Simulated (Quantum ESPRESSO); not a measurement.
# InP (F-43m) in Quantum ESPRESSO: a series of runs, part 3 of 3

Quantum ESPRESSO 7.5.

**5. Dielectric tensor, WC**

The input, pw.in:

```
&CONTROL
  calculation = 'scf'
  prefix = 'pwscf'
  outdir = './tmp'
  pseudo_dir = './pseudo'
  tprnfor = .true.
  tstress = .true.
  disk_io = 'low'
/
&SYSTEM
  ibrav = 0
  nat = 2
  ntyp = 2
  ecutwfc = 56
  ecutrho = 448
  nbnd = 15
  input_dft = 'wc'
  occupations = 'smearing'
  smearing = 'fd'
  degauss = 0.00367493
/
&ELECTRONS
  conv_thr = 4d-10
  electron_maxstep = 120
  mixing_beta = 0.5
/
ATOMIC_SPECIES
In   114.8180 in_pbe_v1.4.uspp.F.UPF
P     30.9738 p_pbe_v1.5.uspp.F.UPF
CELL_PARAMETERS bohr
   0.0000000000    5.5378424082    5.5378424082
   5.5378424082    0.0000000000    5.5378424082
   5.5378424082    5.5378424082    0.0000000000
ATOMIC_POSITIONS bohr
In     0.0000000000    0.0000000000    0.0000000000
P      8.3067636123    8.3067636123    8.3067636123
K_POINTS automatic
6 6 6 1 1 1
```

The input, gamma.in:

```
&CONTROL
  calculation = 'bands'
  prefix = 'pwscf'
  outdir = './tmp'
  pseudo_dir = './pseudo'
  disk_io = 'low'
  verbosity = 'high'
/
&SYSTEM
  ibrav = 0
  nat = 2
  ntyp = 2
  ecutwfc = 56
  ecutrho = 448
  nbnd = 15
  input_dft = 'wc'
  occupations = 'smearing'
  smearing = 'fd'
  degauss = 0.00367493
/
&ELECTRONS
  conv_thr = 1d-08
  electron_maxstep = 120
  mixing_beta = 0.5
  diago_full_acc = .true.
  startingwfc = 'random'
/
ATOMIC_SPECIES
In   114.8180 in_pbe_v1.4.uspp.F.UPF
P     30.9738 p_pbe_v1.5.uspp.F.UPF
CELL_PARAMETERS bohr
   0.0000000000    5.5378424082    5.5378424082
   5.5378424082    0.0000000000    5.5378424082
   5.5378424082    5.5378424082    0.0000000000
ATOMIC_POSITIONS bohr
In     0.0000000000    0.0000000000    0.0000000000
P      8.3067636123    8.3067636123    8.3067636123
K_POINTS crystal
1
0.0 0.0 0.0 1
```

The input, scf2.in:

```
&CONTROL
  calculation = 'scf'
  prefix = 'pwscf'
  outdir = './tmp'
  pseudo_dir = './pseudo'
  tprnfor = .true.
  tstress = .true.
  disk_io = 'low'
/
&SYSTEM
  ibrav = 0
  nat = 2
  ntyp = 2
  ecutwfc = 56
  ecutrho = 448
  nbnd = 15
  input_dft = 'wc'
  occupations = 'fixed'
/
&ELECTRONS
  conv_thr = 1d-13
  electron_maxstep = 120
  mixing_beta = 0.5
  startingpot = 'file'
/
ATOMIC_SPECIES
In   114.8180 in_pbe_v1.4.uspp.F.UPF
P     30.9738 p_pbe_v1.5.uspp.F.UPF
CELL_PARAMETERS bohr
   0.0000000000    5.5378424082    5.5378424082
   5.5378424082    0.0000000000    5.5378424082
   5.5378424082    5.5378424082    0.0000000000
ATOMIC_POSITIONS bohr
In     0.0000000000    0.0000000000    0.0000000000
P      8.3067636123    8.3067636123    8.3067636123
K_POINTS automatic
6 6 6 1 1 1
```

The input, ph.in:

```
dielectric of InP
&INPUTPH
  prefix = 'pwscf'
  outdir = './tmp'
  tr2_ph = 1d-18
  fildyn = 'dyn'
  niter_ph = 90
  alpha_mix(1) = 0.7
  epsil = .true.
  trans = .false.
  zeu = .true.
/
0.0000000000 0.0000000000 0.0000000000
```

Potentials or basis: GBRV 1.5 PBE.

Command:

```console
$ OMP_NUM_THREADS=1 pw.x -in pw.in > pw.out
$ OMP_NUM_THREADS=1 pw.x -in gamma.in > gamma.out
$ OMP_NUM_THREADS=1 pw.x -in scf2.in > scf2.out
$ OMP_NUM_THREADS=1 ph.x -in ph.in > ph.out
```

pw.out:

```text
This program is part of the open-source Quantum ESPRESSO suite
     for quantum simulation of materials; please cite
         "P. Giannozzi et al., J. Phys.:Condens. Matter 21 395502 (2009);
         "P. Giannozzi et al., J. Phys.:Condens. Matter 29 465901 (2017);
         "P. Giannozzi et al., J. Chem. Phys. 152 154105 (2020);
     in publications or presentations arising from this work. More details at

     IMPORTANT: XC functional enforced from input :
     Exchange-correlation= WC
                           (   1   4  11   4   0   0   0)
     Any further DFT definition will be discarded
     Please, verify this is what you really want

     Message from routine setup:
     using ibrav=0 with symmetry is DISCOURAGED, use correct ibrav instead

     G-vector sticks info
     --------------------
     sticks:   dense  smooth     PW     G-vecs:    dense   smooth      PW
     Sum        1891     955    295                54313    19339    3287

     Using Slab Decomposition
[... 252 lines left out ...]

          k =-0.5303 0.1768-0.0589 (  2397 PWs)   bands (ev):

    -7.4243  -7.2005  -7.1861  -7.1458  -7.0910  -2.7348   1.6913   4.2034
     4.8160   9.4714  10.3548  12.8249  14.5705  15.7808  18.0639

          k =-0.4125 0.0589 0.0589 (  2407 PWs)   bands (ev):
[... 51 lines left out ...]
    -7.4007  -7.2240  -7.2145  -7.1129  -7.1046  -2.7685   1.2333   4.4927
     5.6061   9.3925  11.2336  12.3282  13.8339  16.1024  16.4689

     the Fermi energy is     7.4786 ev

!    total energy              =    -148.84685172 Ry
     estimated scf accuracy    <          2.0E-10 Ry
     smearing contrib. (-TS)   =      -0.00000000 Ry
     internal energy E=F+TS    =    -148.84685172 Ry

     The total energy is F=E-TS. E is the sum of the following terms:
     one-electron contribution =     -55.58817135 Ry
     hartree contribution      =      39.99329336 Ry
     xc contribution           =     -43.53156953 Ry
     ewald contribution        =     -89.72040420 Ry

     convergence has been achieved in   9 iterations

     Forces acting on atoms (cartesian axes, Ry/au):

     atom    1 type  1   force =     0.00000000    0.00000000    0.00000000
     atom    2 type  2   force =    -0.00000000   -0.00000000   -0.00000000

     Total force =     0.000000     Total SCF correction =     0.000000

     Computing stress (Cartesian axis) and pressure

          total   stress  (Ry/bohr**3)                   (kbar)     P=        6.10
   0.00004145  -0.00000000  -0.00000000            6.10       -0.00       -0.00
   0.00000000   0.00004145  -0.00000000            0.00        6.10       -0.00
  -0.00000000   0.00000000   0.00004145           -0.00        0.00        6.10

=------------------------------------------------------------------------------=
   JOB DONE.
=------------------------------------------------------------------------------=
```

scf2.out:

```text
This program is part of the open-source Quantum ESPRESSO suite
     for quantum simulation of materials; please cite
         "P. Giannozzi et al., J. Phys.:Condens. Matter 21 395502 (2009);
         "P. Giannozzi et al., J. Phys.:Condens. Matter 29 465901 (2017);
         "P. Giannozzi et al., J. Chem. Phys. 152 154105 (2020);
[... 330 lines left out ...]
   0.00000000   0.00004110   0.00000000            0.00        6.05        0.00
   0.00000000   0.00000000   0.00004110            0.00        0.00        6.05

=------------------------------------------------------------------------------=
   JOB DONE.
=------------------------------------------------------------------------------=
```

Run time: 8.6 min. Hardware: 1 thread of Intel Xeon at 2.50GHz (Skylake/Cascade Lake), shared host; peak memory 0.24 GiB.

What came out:

```yaml
Free_energy: -2025.1646 eV
Pressure: 0.6 GPa
Electronic_dielectric_tensor_diagonal: 11.65
Born_charges_mean_of_the_diagonal: In +2.51; P -2.52 e
```

Electronic dielectric tensor:
```
11.65  0.00  0.00
 0.00 11.65  0.00
 0.00  0.00 11.65
```

Born effective charge tensors (e):
atom 1, In
```
2.51 0.00 0.00
0.00 2.51 0.00
0.00 0.00 2.51
```
atom 2, P
```
-2.52  0.00  0.00
 0.00 -2.52  0.00
 0.00  0.00 -2.52
```

Caveat: the mesh is thin for the dielectric tensor, Born charges and intensities, which usually come out too large; the potentials were made for another functional, which shifts forces and pressure.

**6. Overview**

```tsv
level	potentials or basis	form of the LDA correlation	pressure (GPa)
LDA	GBRV 1.5 LDA	PZ81	-1.4
PBE	GBRV 1.5 PBE	-	3.1
PBEsol	GBRV 1.5 PBEsol	-	0.4
WC	GBRV 1.5 PBE	-	0.6
```

Alike in all rows: task dielectric tensor; no spin polarisation; cell as given; k mesh 6 × 6 × 6, shifted; cutoff (eV) 762; smearing fermi-dirac 0.05 eV.

Caveats: the cell is more than 3 GPa from zero pressure, which shifts response properties (some runs); the potentials were made for another functional, which shifts forces and pressure (some runs).

Absolute energies hang on the potentials; compare differences alone.

**7. Comparison with measurements**

Step 2. A measured high-frequency dielectric constant of InP is 9.61 (300 K; a printed reference work, textbook); the calculated 12.00 misses it by +24.8 %.

Step 3. A measured high-frequency dielectric constant of InP is 9.61 (300 K; a printed reference work, textbook); the calculated 10.96 misses it by +14.0 %.

Step 4. Measured high-frequency dielectric constant of InP: 9.61 (300 K; a printed reference work, textbook). This calculation gives 11.45 (+19.1 %).

Step 5. A measured high-frequency dielectric constant of InP is 9.61 (300 K; a printed reference work, textbook); the calculated 11.65 misses it by +21.2 %.
